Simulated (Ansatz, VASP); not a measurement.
Two plane-wave programs on CuI (pbesol)

Contents of INCAR:

```
SYSTEM = CuI
ALGO = Fast
EDIFF = 1E-7
EDIFFG = -0.002
ENCUT = 600
GGA = PS
IBRION = 2
ISIF = 3
ISMEAR = 0
LASPH = .True.
LCHARG = .False.
LREAL = .False.
LWAVE = .False.
NELM = 100
NSW = 100
PREC = Accurate
SIGMA = 0.02
```

File KPOINTS:

```
k-points
0
Gamma
  8 8 8
  0 0 0
```

The input POSCAR:

```
CuI
1.0
    0.0000000000      3.0315000000      3.0315000000
    3.0315000000      0.0000000000      3.0315000000
    3.0315000000      3.0315000000      0.0000000000
Cu I
1 1
Direct
    0.2500000000      0.2500000000      0.2500000000
    0.0000000000      0.0000000000      0.0000000000
```

Input for Ansatz:

```yaml
crystal:
  lattice:
    - [0.0, 3.0315, 3.0315]
    - [3.0315, 0.0, 3.0315]
    - [3.0315, 3.0315, 0.0]
  atoms:
    - { symbol: Cu, position: [0.25, 0.25, 0.25] }
    - { symbol: I, position: [0.0, 0.0, 0.0] }
basis:
  ecutwfc: 420
kpoints:
  mp_grid: { grid: [8, 8, 8] }
hamiltonian:
  xc: pbesol
scf:
  occupations: { method: gaussian, width: 0.02 }
output:
  forces: true
  stress: true
  eigenvalues: true
relax:
  adjacent_minimum: "off"
  f_tol: 0.002
  max_steps: 80
  cell: { stress_tol: 0.02 }
```

Alike in both runs: task relaxation of cell and atoms; functional PBEsol; k mesh 8 × 8 × 8; occupations gaussian, width 0.02 eV; no spin polarisation.

|  | VASP | Ansatz |
| --- | --- | --- |
| version | VASP 6.6.1 | Ansatz 0.2.0 |
| potentials or method | VASP PAW PBE potentials, release 64 (Cu, I) | scalar-relativistic, plane waves, PAW |
| plane-wave cutoff (eV) | 600 | 420 |
| valence electrons in the cell | 18 | 36 |

Ansatz gave:

| Item | Value |
| --- | --- |
| gap on the k mesh at the Fermi level, each at its own relaxed structure (eV) | 1.17 |
| relaxed volume (Å³/atom) | 26.19 |
| relaxed cell length with the largest relative difference (Å) | 4.200 |
| energy change over the relaxation (meV/atom) | -14 |

Problem. Which values does VASP return?

Solution. gap on the k mesh at the Fermi level, each at its own relaxed structure (eV): 1.19; relaxed volume (Å³/atom): 26.25; relaxed cell length with the largest relative difference (Å): 4.203; energy change over the relaxation (meV/atom): -13.

The two sets of potentials don't hold the same shells in valence.

Caveats: the PAW data sets were made with another functional, which shifts forces and pressure a little (VASP); spin-orbit coupling is left out, which moves the levels of the heavy elements.
